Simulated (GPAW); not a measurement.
A calculation with GPAW 26.7.0 of HfN (ASE script, structure from a POSCAR):

Contents of run.py:

```python
from ase.dft.bandgap import bandgap
from ase.io import read, write
from ase.units import GPa
from gpaw import GPAW, PW

atoms = read('POSCAR')

calc = GPAW(mode=PW(650),
            xc='PBE',
            kpts={'size': (8, 8, 8), 'gamma': True},
            occupations={'name': 'fermi-dirac', 'width': 0.05},
            nbands=19,
            maxiter=120,
            txt='gpaw.txt')
atoms.calc = calc
energy = atoms.get_potential_energy()
forces = atoms.get_forces()
stress = atoms.get_stress()
calc.write('gs.gpw')
write('result.traj', atoms)
print(f'Energy: {energy:.6f} eV')
print('Forces (eV/A):')
print(forces.round(4))
print('Stress (GPa):', (stress / GPa).round(3))
print('Fermi level:', round(calc.get_fermi_level(), 4), 'eV')
print(f'Gap: {bandgap(calc)[0]:.4f} eV, direct: {bandgap(calc, direct=True)[0]:.4f} eV')
```

File POSCAR:

```
HfN
1.0
    0.0000000000      2.2560000000      2.2560000000
    2.2560000000      0.0000000000      2.2560000000
    2.2560000000      2.2560000000      0.0000000000
Hf N
1 1
Direct
    0.0000000000      0.0000000000      0.0000000000
    0.5000000000      0.5000000000      0.5000000000
```

Potentials or basis: GPAW PAW data sets (gpaw-data 1.2.1), pw.

Launch:

```sh
$ OMP_NUM_THREADS=1 python run.py
```

Problem. Write the same calculation in another form: ASE script, structure typed inline.

Solution. As run:

run.py

```python
from ase import Atoms
from ase.dft.bandgap import bandgap
from ase.io import write
from ase.units import GPa
from gpaw import GPAW, PW

atoms = Atoms(['Hf', 'N'],
              cell=[[0.0, 2.256, 2.256],
                    [2.256, 0.0, 2.256],
                    [2.256, 2.256, 0.0]],
              scaled_positions=[[0.0, 0.0, 0.0],
                                [0.5, 0.5, 0.5]],
              pbc=True)

calc = GPAW(mode=PW(650),
            xc='PBE',
            kpts={'size': (8, 8, 8), 'gamma': True},
            occupations={'name': 'fermi-dirac', 'width': 0.05},
            nbands=19,
            maxiter=120,
            txt='gpaw.txt')
atoms.calc = calc
energy = atoms.get_potential_energy()
forces = atoms.get_forces()
stress = atoms.get_stress()
calc.write('gs.gpw')
write('result.traj', atoms)
print(f'Energy: {energy:.6f} eV')
print('Forces (eV/A):')
print(forces.round(4))
print('Stress (GPa):', (stress / GPa).round(3))
print('Fermi level:', round(calc.get_fermi_level(), 4), 'eV')
print(f'Gap: {bandgap(calc)[0]:.4f} eV, direct: {bandgap(calc, direct=True)[0]:.4f} eV')
```

Potentials or basis: GPAW PAW data sets (gpaw-data 1.2.1), pw.

The run is started by

```sh
$ OMP_NUM_THREADS=1 python run.py
```

Both were run:

|  | ASE script, structure from a POSCAR | ASE script, structure typed inline |
| --- | --- | --- |
| Pressure | 3.9 GPa | 3.9 GPa |
| Band gap on the k mesh | none (metal or under the smearing width) | none (metal or under the smearing width) |

Keys that steer only the numerical path or the files written may differ.

Caveat: the cutoff is short for stress and forces, so pressures can be off by a GPa or more.
